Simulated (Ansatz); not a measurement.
BeO:
```xyz
4
Lattice="2.6904 0.0000 0.0000 -1.3452 2.3300 0.0000 0.0000 0.0000 4.3699" Properties=species:S:1:pos:R:3 pbc="T T T"
Be     1.3452     0.7767     0.0006
Be     0.0000     1.5533     2.1855
O      1.3452     0.7767     1.6513
O      0.0000     1.5533     3.8362
```

x, y and z are the axes in which the lattice vectors are written.

### Question
Give the proper piezoelectric stress tensor with relaxed ions from plane-wave PAW r²SCAN (Ansatz code).

### Answer
In C/m², rows x, y, z, Voigt columns; mesh uncertainty up to 0.00.
```
 0.00   0.00   0.00   0.00  -0.04   0.00
 0.00   0.00   0.00  -0.04   0.00   0.00
-0.16  -0.16   0.25   0.00   0.00   0.00
```

The elastic tensor of the same run (GPa):

```csv
,1,2,3,4,5,6
1,462,126,87.4,0.0,0.0,0.0
2,126,462,87.4,0.0,0.0,0.0
3,87.4,87.4,502,0.0,0.0,0.0
4,0.0,0.0,0.0,149,0.0,0.0
5,0.0,0.0,0.0,0.0,149,0.0
6,0.0,0.0,0.0,0.0,0.0,168
```

### Question
Convert to strain constants d = e·S.

### Answer
In pC/N:
```
 0.0   0.0   0.0   0.0  -0.3   0.0
 0.0   0.0   0.0  -0.3   0.0   0.0
-0.4  -0.4   0.6   0.0   0.0   0.0
```

Space group P6_3mc (wurtzite). The r²SCAN relaxation kept the symmetry of its start; phonons on a q-mesh show no instability.

Potentials: the later of the program's two PAW sets.
